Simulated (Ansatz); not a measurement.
**Run on Gd (Im-3m) — spiral at q = 0**

Method: DFT, PBE, all-electron LAPW, scalar-relativistic (Ansatz 0.2.0).

Command: `ansatz run input.yaml --threads 2 --pin off --max-ram 5120MiB --backend cpu --events-out ev --progress --plain --runs-dir out`

```yaml
crystal:
  lattice:
    - [-2.025, 2.025, 2.025]
    - [2.025, -2.025, 2.025]
    - [2.025, 2.025, -2.025]
  atoms:
    - { symbol: Gd, position: [0.0, 0.0, 0.0], spin: 7.4, spin_axis: [1.0, 0.0, 0.0] }
magnetization:
  noncollinear: true
  spin_spiral: { q: [0.0, 0.0, 0.0] }
kpoints:
  mp_grid: { grid: [12, 12, 12] }
scf:
  occupations: { method: fermi_dirac, width: 0.03 }
hamiltonian:
  xc: pbe
  pseudopotentials: { kind: all_electron, lapw: { basis_error: 0.001 } }
output:
  eigenvalues: false
```

Output:

```
settings of this run that can trade accuracy for cost: output.eigenvalues: false. Do not mix this run's numbers with those of runs without the same settings; the input reference describes each key
LAPW: plane waves up to 6.547 Å⁻¹, error target 1.0e-3 eV per atom; small_component_spin mean_spin; Gd in spheres of 1.754 Å, 28 of its electrons in bands, Dirac shells [] (how accurate: hamiltonian.pseudopotentials.lapw.basis_error, Limitations)
band count auto-derived: 42 (N_el = 28.0; filled up to band 28; 36 by the electrons, moments and atoms)
Engine: ansatz 0.2.0
Pseudopotentials: kind: all_electron
Pseudopotential: Gd, LAPW, valence charge 28, lapw/all_electron/scalar/gaussian/Gd, Koelling and Harmon's equation, gaussian nucleus
Functional definition: PBE
  parameter kappa = 0.804
  parameter beta = 0.06672455060314922
  exchange = pbe_x(kappa = kappa, mu = beta*pi^2/3)
  correlation = pbe_c(beta = beta)
Crystal: 1 atoms, lattice volume = 33.215 Å³
Basis set: ecut = 163.30963888291467 eV, 141 PW (Γ), exchange–correlation at level 2
Bands: 42, of which v1, the nominal top of the filled ones, is band 28 counted from 1 (27 counted from 0)
Symmetry: 48 space group operations
k-points: 72 of 1728
Spin spiral: q = (0, 0, 0) of the reciprocal vectors; moments are told in the frame that turns with it, a site's in that at the site
Non-local potential: Gd, projectors of the file, none
Initial density: superposition of atomic densities (chi_scale 0.1, normalization cell)
Starting moments: Σ|m| = 7.4 μB on 1 of 1 site
Initial wavefunctions: plane waves of lowest kinetic energy (no species holds an atomic orbital)
Functional: x = pbe(κ = 0.804, μ = 0.2195149727645171), c = pbe(β = 0.06672455060314922)
iter 1 solved again at ethr=2.50e-5 eV; its pass at ethr=1.00e-1 eV (dr2=6.99e-3 eV) is discarded
SCF iter   1: F=—  HF=-306693.235647 eV  |F-HF|=—  |Δ(HF+E_count)|=         —  Δρ=1.28e-2  dr2=7.01e-3  dr2_m=1.26e-2  ethr=2.50e-5  |M|=7.05e0 ∫|m|=7.05e0 μB  β_m=0.30  ⟨swp⟩=3.4  Hψ=20289  notcnv=0
preconditioner: auto → Kerker (q_TF=auto, 2.652 Å⁻¹)  [metal: Δε(μ)=0.004 eV  Ē_g=12.011 eV  σ=0.030 eV  W_gap=0.03  n_scr=12 (ndim 8)  ℏωp=25.8 eV  f_vac=0.000  D(μ)=6.24/eV (n_scr^D=134)]
spin=Noncollinear: Kerker preconditioning applied to the charge; magnetization (m_x, m_y, m_z) channels mix plain (no charge-response kernel on spin).
SCF iter   2: F=—  HF=-306693.324779 eV  |F-HF|=—  |Δ(HF+E_count)|=   8.91e-2  Δρ=1.12e-2  dr2=2.84e-2  dr2_m=9.62e-3  ethr=2.50e-5  |M|=7.66e0 ∫|m|=7.66e0 μB  β_m=1.00  ⟨swp⟩=3.0  Hψ=10714  notcnv=0
SCF iter   3: F=—  HF=-306693.212389 eV  |F-HF|=—  |Δ(HF+E_count)|=   1.12e-1  Δρ=6.33e-3  dr2=1.65e-2  dr2_m=3.57e-4  ethr=2.50e-5  |M|=7.73e0 ∫|m|=7.73e0 μB  β_m=1.00  ⟨swp⟩=3.0  Hψ=9955  notcnv=0
SCF iter   4: F=—  HF=-306693.385530 eV  |F-HF|=—  |Δ(HF+E_count)|=   1.73e-1  Δρ=3.31e-2  dr2=2.08e-2  dr2_m=8.32e-2  ethr=2.50e-5  |M|=6.74e0 ∫|m|=6.74e0 μB  β_m=0.30  ⟨swp⟩=3.0  Hψ=10219  notcnv=0
SCF iter   5: F=—  HF=-306693.206481 eV  |F-HF|=—  |Δ(HF+E_count)|=   1.79e-1  Δρ=8.99e-3  dr2=7.35e-3  dr2_m=6.16e-3  ethr=2.50e-5  |M|=7.70e0 ∫|m|=7.70e0 μB  β_m=1.00  ⟨swp⟩=3.0  Hψ=10710  notcnv=0
SCF iter   6: F=—  HF=-306693.191807 eV  |F-HF|=—  |Δ(HF+E_count)|=   1.47e-2  Δρ=1.79e-3  dr2=1.62e-3  dr2_m=4.85e-5  ethr=2.50e-5  |M|=7.73e0 ∫|m|=7.73e0 μB  β_m=1.00  ⟨swp⟩=2.0  Hψ=8422  notcnv=0
SCF iter   7: F=—  HF=-306693.200586 eV  |F-HF|=—  |Δ(HF+E_count)|=         —  Δρ=1.35e-3  dr2=7.95e-4  dr2_m=4.46e-7  ethr=5.80e-6  |M|=7.73e0 ∫|m|=7.73e0 μB  β_m=0.30  ⟨swp⟩=2.4  Hψ=8788  notcnv=0
the basis was enlarged: its passes take 7.4 MiB over the memory plan, 2 of 2 planned eigensolver slots
SCF iter   8: F=—  HF=-306693.203424 eV  |F-HF|=—  |Δ(HF+E_count)|=   2.84e-3  Δρ=1.24e-3  dr2=5.82e-4  dr2_m=1.81e-6  ethr=2.84e-6  |M|=7.73e0 ∫|m|=7.73e0 μB  β_m=1.00  ⟨swp⟩=2.0  Hψ=8740  notcnv=0
SCF iter   9: F=—  HF=-306693.195302 eV  |F-HF|=—  |Δ(HF+E_count)|=   8.12e-3  Δρ=8.38e-4  dr2=2.78e-4  dr2_m=1.55e-5  ethr=2.08e-6  |M|=7.72e0 ∫|m|=7.72e0 μB  β_m=0.30  ⟨swp⟩=2.0  Hψ=8741  notcnv=0
iter 10 solved again at ethr=6.26e-8 eV; its pass at ethr=9.91e-7 eV (dr2=1.75e-5 eV) is discarded
SCF iter  10: F=—  HF=-306693.191355 eV  |F-HF|=—  |Δ(HF+E_count)|=   3.95e-3  Δρ=1.22e-3  dr2=1.75e-5  dr2_m=1.13e-4  ethr=6.26e-8  |M|=7.69e0 ∫|m|=7.69e0 μB  β_m=0.30  ⟨swp⟩=2.3  Hψ=14569  notcnv=0
SCF iter  11: F=—  HF=-306693.191374 eV  |F-HF|=—  |Δ(HF+E_count)|=   1.89e-5  Δρ=1.18e-3  dr2=2.94e-6  dr2_m=1.06e-4  ethr=6.26e-8  |M|=7.68e0 ∫|m|=7.68e0 μB  β_m=0.30  ⟨swp⟩=2.6  Hψ=8801  notcnv=0
SCF iter  12: F=—  HF=-306693.191468 eV  |F-HF|=—  |Δ(HF+E_count)|=   9.40e-5  Δρ=9.46e-4  dr2=7.14e-7  dr2_m=6.81e-5  ethr=1.05e-8  |M|=7.67e0 ∫|m|=7.67e0 μB  β_m=0.30  ⟨swp⟩=3.1  Hψ=9011  notcnv=0
SCF iter  13: F=—  HF=-306693.191520 eV  |F-HF|=—  |Δ(HF+E_count)|=   5.24e-5  Δρ=6.96e-4  dr2=1.96e-7  dr2_m=3.69e-5  ethr=2.55e-9  |M|=7.67e0 ∫|m|=7.67e0 μB  β_m=0.30  ⟨swp⟩=3.0  Hψ=9033  notcnv=0
SCF iter  14: F=—  HF=-306693.191553 eV  |F-HF|=—  |Δ(HF+E_count)|=   3.31e-5  Δρ=5.65e-4  dr2=5.30e-8  dr2_m=2.43e-5  ethr=6.99e-10  |M|=7.67e0 ∫|m|=7.67e0 μB  β_m=0.30  ⟨swp⟩=3.0  Hψ=9027  notcnv=0
SCF iter  15: F=—  HF=-306693.191575 eV  |F-HF|=—  |Δ(HF+E_count)|=   2.17e-5  Δρ=4.22e-4  dr2=8.59e-8  dr2_m=1.36e-5  ethr=1.89e-10  |M|=7.67e0 ∫|m|=7.67e0 μB  β_m=0.30  ⟨swp⟩=3.2  Hψ=9649  notcnv=0
Mixer restart at iter 15: flushing history
spin-set hold released at iteration 15 (site moments contracting): the magnetisation degrees of freedom join the quasi-Newton model from the next iteration; the mixer history was flushed
SCF iter  16: F=—  HF=-306693.191588 eV  |F-HF|=—  |Δ(HF+E_count)|=   1.33e-5  Δρ=3.63e-4  dr2=2.36e-8  dr2_m=1.00e-5  ethr=1.89e-10  |M|=7.67e0 ∫|m|=7.67e0 μB  β_m=0.47  ⟨swp⟩=3.2  Hψ=9224  notcnv=0
SCF iter  17: F=—  HF=-306693.191692 eV  |F-HF|=—  |Δ(HF+E_count)|=   1.03e-4  Δρ=1.30e-4  dr2=3.50e-6  dr2_m=1.29e-6  ethr=8.41e-11  |M|=7.67e0 ∫|m|=7.67e0 μB  β_m=0.35  ⟨swp⟩=4.0  Hψ=10539  notcnv=0  recentre
SCF iter  18: F=—  HF=-306693.191613 eV  |F-HF|=—  |Δ(HF+E_count)|=   7.89e-5  Δρ=7.00e-5  dr2=8.85e-8  dr2_m=3.73e-7  ethr=8.41e-11  |M|=7.66e0 ∫|m|=7.66e0 μB  β_m=0.70  ⟨swp⟩=3.8  Hψ=10261  notcnv=0
SCF iter  19: F=—  HF=-306693.191615 eV  |F-HF|=—  |Δ(HF+E_count)|=   1.82e-6  Δρ=2.36e-5  dr2=3.17e-8  dr2_m=4.24e-8  ethr=8.41e-11  |M|=7.66e0 ∫|m|=7.66e0 μB  β_m=0.85  ⟨swp⟩=3.9  Hψ=9514  notcnv=0
SCF iter  20: F=-306693.191615 eV  HF=-306693.191615 eV  |F-HF|=5.65e-9  |Δ(HF+E_count)|=   3.65e-7  Δρ=2.64e-6  dr2=2.98e-9  dr2_m=4.78e-10  ethr=8.41e-11  |M|=7.66e0 ∫|m|=7.66e0 μB  ⟨swp⟩=3.2  Hψ=9299  notcnv=0
SCF 1 converged in 20 iterations: F = -306693.191615 eV  dr2 = 2.98e-9
WARN: this state was not checked for a lower one beside it: the run's test of it (scf.lower_state_search) could not run behind this SCF: none is made under non-collinear spin (noncollinear)
SCF converged after 20 iterations
Magnetization: |M| = 7.6611 μB,  M = (+7.6611, +0.0000, +0.0000) μB
Absolute magnetization: 7.6611 μB (∫|m|)
  site 0: m = (+7.4757, -0.0000, +0.0000) μB, |m| = 7.4757 μB  (R = 1.75 Å)
Free energy (F): -306693.191615 eV
Harris-Foulkes:  -306693.191615 eV  (|F-HF|=5.65e-9)
Internal energy: -306693.186100 eV  (E = F + TS)
E sigma→0 (E₀):  -306693.188857 eV
Entropy (-TS):   -0.005515 eV (-5.515 meV/atom)
Fermi energy:    14.160697 eV
--- Per-component energies (eV) ---
  E_band       = -1262.473987
  E_kinetic    = 333372.931582
  E_xc         = -6804.756016
  E_electrostatic = -633261.361666  (all electrons and nuclei)
  E_smearing   = -0.005515  (= −TS)
  E_closure    = 0.000000  (closes the sum)
  E_atoms      = -306679.178813  (free atoms, spherical and without spin; not in F)
  Σ components = -306693.191615   (vs F -306693.191615, Δ=0.00e0)
  Basis errors (estimates in eV, not in F): energy 2.3e-4 per atom: plane waves 1.9e-4 (1.0e-4 summed), levels above the bands 2.0e-52, relativity 3.0e-8, radial functions 3.4e-5, core shells 5.5e-7; eigenvalues (radial functions only) 1.4e-6; not estimated: angular momenta, meshes, grids; target (lapw.basis_error) 1.0e-3; muffin-tin radii Gd 1.754 Å
settings of this run that can trade accuracy for cost: output.eigenvalues: false. Do not mix this run's numbers with those of runs without the same settings; the input reference describes each key
```

Site moments (μB): Gd 7.48. Cell moment 7.66 μB in the turning frame.

Without U a semilocal functional puts the f levels too near the Fermi level, which can change moments and the order of magnetic states; site and cell moments are spin moments. Spin–orbit coupling is left out although heavy atoms are present. In at least one run the program's final test of stability wasn't made or came to no verdict. With open f shells a run can end in a state that isn't the lowest. These are results for the start and cell typed. The real compound can order otherwise, in a larger cell, or not at all, since semilocal functionals without spin fluctuations often overstate magnetism; near a collapse of the moment, mesh and smearing move it by tens of per cent.

It took 79 s on 2 threads of Arm Neoverse V2, on a shared host, peak memory 0.47 GiB.
